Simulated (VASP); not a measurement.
# GaSb (F-43m) in VASP: notebook

The runs below take GaSb through single point, with PBE.

Everything below comes from runs of VASP 6.6.1. Logs are shortened: lines on timing, memory, paths and dates and some standing lists are left out, and cuts for length are marked.

**The experiment to reproduce.**

From a printed reference work, data compilation, for a bulk crystal of GaSb at 4.2 K: band gap 0.811 eV (direct).

The results are compared with them further down.

**1. Starting point**

The structure is cubic, space group F-43m (No. 216). Conventional cell: a = 6.118 Å, b = 6.118 Å, c = 6.118 Å, α = 90.00°, β = 90.00°, γ = 90.00°. Ga (site symmetry -43m) has 4 Sb at 2.65 Å as nearest neighbours. Around Sb (site symmetry -43m) lie 4 Ga at 2.65 Å.

**2. Single point, PBE**

Contents of INCAR:

```
PREC = Accurate
ENCUT = 520
EDIFF = 1E-7
ISMEAR = 0
SIGMA = 0.02
LREAL = F
LASPH = T
NELM = 80
ALGO = Normal
ISIF = 2
LWAVE = F
LCHARG = F
GGA = PE
```

Contents of KPOINTS:

```
Automatic mesh
0
Gamma
  4 4 4
```

Contents of POSCAR:

```
GaSb
1.0
    0.0000000000      3.0590000000      3.0590000000
    3.0590000000      0.0000000000      3.0590000000
    3.0590000000      3.0590000000      0.0000000000
Ga Sb
1 1
Direct
    0.0000000000      0.0000000000      0.0000000000
    0.2500000000      0.2500000000      0.2500000000
```

Potentials or basis: VASP PAW PBE potentials, release 64 (Ga_d, Sb).

The run is started by

```
$ cat potpaw_PBE.64/Ga_d/POTCAR potpaw_PBE.64/Sb/POTCAR > POTCAR
$ mpirun -np 1 vasp_std > vasp.out
```

OUTCAR:

```text
PREC = Accurate
   ENCUT = 520
   EDIFF = 1E-7
   ISMEAR = 0
   LREAL = F
   LASPH = T
   NELM = 80
   ISIF = 2
   GGA = PE

 ion  position               nearest neighbor table
   1  0.000  0.000  0.000-   2 2.65   2 2.65   2 2.65   2 2.65
   2  0.250  0.250  0.250-   1 2.65   1 2.65   1 2.65   1 2.65

  LATTYP: Found a face centered cubic cell.
 ALAT       =     6.1180000000

  Lattice vectors:

 A1 = (   0.0000000000,   3.0590000000,   3.0590000000)
 A2 = (   3.0590000000,   0.0000000000,   3.0590000000)
 A3 = (   3.0590000000,   3.0590000000,   0.0000000000)

Analysis of symmetry for initial positions (statically):
=====================================================================
 Subroutine PRICEL returns:
 Original cell was already a primitive cell.

 Routine SETGRP: Setting up the symmetry group for a
 face centered cubic supercell.

 Subroutine GETGRP returns: Found 24 space group operations
 (whereof 24 operations were pure point group operations)
 out of a pool of 48 trial point group operations.

The static configuration has the point symmetry T_d .

Analysis of symmetry for dynamics (positions and initial velocities):
=====================================================================
 Subroutine PRICEL returns:
 Original cell was already a primitive cell.

 Routine SETGRP: Setting up the symmetry group for a
 face centered cubic supercell.

 Subroutine GETGRP returns: Found 24 space group operations
 (whereof 24 operations were pure point group operations)
 out of a pool of 48 trial point group operations.

The dynamic configuration has the point symmetry T_d .

 Subroutine INISYM returns: Found 24 space group operations
 (whereof 24 operations are pure point group operations),
 and found     1 'primitive' translations

----------------------------------------------------------------------------------------

                                     Primitive cell

  volume of cell :      57.2491

  direct lattice vectors                    reciprocal lattice vectors
     0.000000000  3.059000000  3.059000000    -0.163452109  0.163452109  0.163452109
     3.059000000  0.000000000  3.059000000     0.163452109 -0.163452109  0.163452109
     3.059000000  3.059000000  0.000000000     0.163452109  0.163452109 -0.163452109

  length of vectors
     4.326079287  4.326079287  4.326079287     0.283107357  0.283107357  0.283107357

  position of ions in fractional coordinates (direct lattice)
     0.000000000  0.000000000  0.000000000
     0.250000000  0.250000000  0.250000000

  ion indices of the primitive-cell ions
   primitive index   ion index
                 1           1
                 2           2

----------------------------------------------------------------------------------------

 KPOINTS: Automatic mesh

Automatic generation of k-mesh.
 Grid dimensions read from file:
 generate k-points for:    4    4    4

 Generating k-lattice:

  Cartesian coordinates                     Fractional coordinates (reciprocal lattice)
    -0.040863027  0.040863027  0.040863027     0.250000000  0.000000000  0.000000000
     0.040863027 -0.040863027  0.040863027     0.000000000  0.250000000  0.000000000
     0.040863027  0.040863027 -0.040863027     0.000000000  0.000000000  0.250000000

  Length of vectors
     0.070776839  0.070776839  0.070776839

  Shift w.r.t. Gamma in fractional coordinates (k-lattice)
     0.000000000  0.000000000  0.000000000

 Subroutine IBZKPT returns following result:
 ===========================================

 Found      8 irreducible k-points:

 Following reciprocal coordinates:
            Coordinates               Weight
  0.000000  0.000000  0.000000      1.000000
  0.250000  0.000000  0.000000      8.000000
  0.500000  0.000000  0.000000      4.000000
  0.250000  0.250000  0.000000      6.000000
  0.500000  0.250000  0.000000     24.000000
 -0.250000  0.250000  0.000000     12.000000
  0.500000  0.500000  0.000000      3.000000
 -0.250000  0.500000  0.250000      6.000000
   k-points           NKPTS =      8   k-points in BZ     NKDIM =      8   number of bands    NBANDS=     13
   number of dos      NEDOS =    301   number of ions     NIONS =      2
   total plane-waves  NPLWV =  32768
   dimension x,y,z NGX =    32 NGY =   32 NGZ =   32
   dimension x,y,z NGXF=    64 NGYF=   64 NGZF=   64
   ions per type =               1   1
   NGX,Y,Z   is equivalent  to a cutoff of  12.30, 12.30, 12.30 a.u.
   NGXF,Y,Z  is equivalent  to a cutoff of  24.59, 24.59, 24.59 a.u.
 SYSTEM =  unknown system
   PREC   = accura    normal or accurate (medium, high low for compatibility)
   ISTART =      0    job   : 0-new  1-cont  2-samecut
   ICHARG =      2    charge: 1-file 2-atom 10-const
   ISPIN  =      1    spin polarized calculation?
   LNONCOLLINEAR =      F non collinear calculations
   LSORBIT =      F    spin-orbit coupling
   LASPH  =      T    aspherical Exc in radial PAW
   ENCUT  =  520.0 eV  38.22 Ry    6.18 a.u.   8.04  8.04  8.04*2*pi/ulx,y,z
   NELM   =     80;   NELMIN=  2; NELMDL= -5     # of ELM steps
   EDIFF  = 0.1E-06   stopping-criterion for ELM
   LREAL  =      F    real-space projection
   EDIFFG = 0.1E-05   stopping-criterion for IOM
   NSW    =      0    number of steps for IOM
   IBRION =     -1    ionic relax: 0-MD 1-quasi-New 2-CG
   NFREE  =      0    steps in history (QN), initial steepest desc. (CG)
   ISIF   =      2    stress and relaxation
   ISYM   =      2    0-nonsym 1-usesym 2-fastsym
   POTIM  = 0.5000    time-step for ionic-motion
   TEBEG  =    0.0;   TEEND  =   0.0 temperature during run
   PSTRESS=    0.0 pullay stress
   NELECT =      18.0000    total number of electrons
   NUPDOWN=      -1.0000    fix difference up-down
   EMIN   =  10.00;   EMAX   =-10.00  energy-range for DOS
   EFERMI =   0.00;   METHOD = LEGACY
   ISMEAR =     0;   SIGMA  =   0.02  broadening in eV -4-tet -1-fermi 0-gaus
   EFERMI_NEDOS =   21; number of points for ismear=-14 and -15
   IALGO  =     38    algorithm
   IMIX   =      4    mixing-type and parameters
     AMIX     =   0.40;   BMIX     =  1.00
     AMIX_MAG =   1.60;   BMIX_MAG =  1.00
  volume/ion in A,a.u.               =      28.62       193.17
  Fermi-wavevector in a.u.,A,eV,Ry     =   1.113208  2.103657 16.860766  1.239231
  Thomas-Fermi vector in A             =   2.249790
   LORBIT       =      0    0 simple, 1 ext, 2 COOP (PROOUT), +10 PAW based schemes
   GGA     = PE    functional components
   LHFCALC =     F    Hartree Fock is set to
   AEXX    =    0.0000 exact exchange contribution
   IVDW    =     0    specifies the selected vdW correction
   LEPSILON=     F    determine dielectric tensor
   LRPA    =     F    only Hartree local field effects (RPA)
 non-spin polarized calculation
 Gauss-broadening in eV      SIGMA  =   0.02
  energy-cutoff  :      520.00
  volume of cell :       57.25
 maximum number of plane-waves:      1572
   NGX = 17   NGY = 17   NGZ = 17

 number of electron      17.9999986 magnetization

 Free energy of the ion-electron system (eV)
  ---------------------------------------------------
  ext. energy  EPLUGINS =         0.00000000
  ---------------------------------------------------
  free energy    TOTEN  =        -7.15518098 eV

  energy without entropy =       -7.15484647  energy(sigma->0) =       -7.15501372

 E-fermi :   4.9303     XC(G=0):  -9.0593

 val. band max:        4.9104197945   @ k =   0.0000   0.0000   0.0000
 cond. band min:       4.9402765765   @ k =   0.0000   0.0000   0.0000
 fundamental gap:      0.0298567820
 Fermi energy:         4.9302891381

 k-point     1 :       0.0000    0.0000    0.0000
  band No.  band energies     occupation
      1     -10.1631      2.00000
      2     -10.1631      2.00000
      3     -10.1631      2.00000
      4     -10.1144      2.00000
      5     -10.1144      2.00000
      6      -6.5670      2.00000
      7       4.9104      1.84000
      8       4.9104      1.83997
      9       4.9104      1.83997
     10       4.9403      0.48005
     11       7.6627      0.00000
     12       7.6627      0.00000
     13       7.6627      0.00000

 k-point     2 :       0.2500    0.0000    0.0000
  band No.  band energies     occupation
      1     -10.1768      2.00000
      2     -10.1573      2.00000
      3     -10.1573      2.00000
      4     -10.1147      2.00000
      5     -10.1147      2.00000
      6      -5.9506      2.00000
      7       0.8761      2.00000
      8       4.2041      2.00000
      9       4.2041      2.00000
     10       5.7063      0.00000
     11       8.5287      0.00000
     12       8.5287      0.00000
     13      10.1092      0.00000

 k-point     3 :       0.5000    0.0000    0.0000
  band No.  band energies     occupation
      1     -10.1901      2.00000
      2     -10.1525      2.00000
      3     -10.1525      2.00000
      4     -10.1140      2.00000
      5     -10.1140      2.00000
      6      -4.9378      2.00000
      7      -1.4683      2.00000
      8       3.7502      2.00000
      9       3.7502      2.00000
     10       5.3035      0.00000
     11       8.6374      0.00000
     12       8.6374      0.00000
     13      11.3779      0.00000
[... 49 lines left out ...]
 k-point     7 :       0.5000    0.5000    0.0000
  band No.  band energies     occupation
      1     -10.2073      2.00000
      2     -10.1386      2.00000
      3     -10.1386      2.00000
      4     -10.1263      2.00000
      5     -10.1102      2.00000
      6      -4.1007      2.00000
      7      -1.9218      2.00000
      8       2.3268      2.00000
      9       2.3268      2.00000
     10       5.8057      0.00000
     11       6.1494      0.00000
     12      13.5802      0.00000
     13      13.5802      0.00000

 k-point     8 :      -0.2500    0.5000    0.2500
  band No.  band energies     occupation
      1     -10.2006      2.00000
      2     -10.1466      2.00000
      3     -10.1404      2.00000
      4     -10.1203      2.00000
      5     -10.1140      2.00000
      6      -4.0558      2.00000
      7      -1.7908      2.00000
      8       1.5529      2.00000
      9       1.7704      2.00000
     10       8.5822      0.00000
     11       9.2307      0.00000
     12       9.3009      0.00000
     13       9.6456      0.00000

------------------------ aborting loop because EDIFF is reached ----------------------------------------

  FORCE on cell =-STRESS in cart. coord.  units (eV):
  Direction    XX          YY          ZZ          XY          YZ          ZX
  --------------------------------------------------------------------------------------
  -------------------------------------------------------------------------------------
  Total        0.9759653      0.9759653      0.9759653     -0.0000000      0.0000000      0.0000000
  in kB       27.3134486     27.3134486     27.3134486     -0.0000000      0.0000000      0.0000000
  external PRESSURE =      27.3134486 kB  Pullay stress =       0.0000000 kB

 VOLUME and BASIS-vectors are now :
 -----------------------------------------------------------------------------
  energy-cutoff  :      520.00
  volume of cell :       57.25
      direct lattice vectors                 reciprocal lattice vectors
     0.000000000  3.059000000  3.059000000    -0.163452109  0.163452109  0.163452109
     3.059000000  0.000000000  3.059000000     0.163452109 -0.163452109  0.163452109
     3.059000000  3.059000000  0.000000000     0.163452109  0.163452109 -0.163452109

 POSITION                                       TOTAL-FORCE (eV/Angst)
 -----------------------------------------------------------------------------------
      0.00000      0.00000      0.00000        -0.000000     -0.000000     -0.000000
      1.52950      1.52950      1.52950         0.000000      0.000000      0.000000
 -----------------------------------------------------------------------------------
    total drift:                                0.000002      0.000002      0.000002

  FREE ENERGIE OF THE ION-ELECTRON SYSTEM (eV)
  ---------------------------------------------------
  free  energy   TOTEN  =        -7.1551809832 eV

  energy  without entropy=       -7.1548464655  energy(sigma->0) =       -7.15501372
```

Wall time 9.9 s (1 thread of Intel Xeon Platinum 8488C (Sapphire Rapids), shared host); peak memory 0.17 GiB.

Results:

```yaml
Free_energy: -7.1552 eV
Pressure: 2.7 GPa
Band_gap_on_the_k_mesh: 0.03 eV, direct
```

Levels at points of the mesh, in eV from the valence-band top:
| k point | band 5 | band 6 | band 7 | band 8 | band 9 | band 10 | band 11 | band 12 | band 13 |
| --- | --- | --- | --- | --- | --- | --- | --- | --- | --- |
| (0.00, 0.00, 0.00) | -15.02 | -11.48 | 0.00 | 0.00 | 0.00 | 0.03 | 2.75 | 2.75 | 2.75 |
| (0.50, 0.00, 0.00) | -15.02 | -9.85 | -6.38 | -1.16 | -1.16 | 0.39 | 3.73 | 3.73 | 6.47 |
| (0.50, 0.50, 0.00) | -15.02 | -9.01 | -6.83 | -2.58 | -2.58 | 0.90 | 1.24 | 8.67 | 8.67 |

Caveat: the k mesh is coarse (spacing up to 0.44 Å⁻¹), so the values aren't converged; spin-orbit coupling is left out, which moves the levels of the heavy elements. A k mesh can miss the band edges.

(Continued in part 2 of 2.)
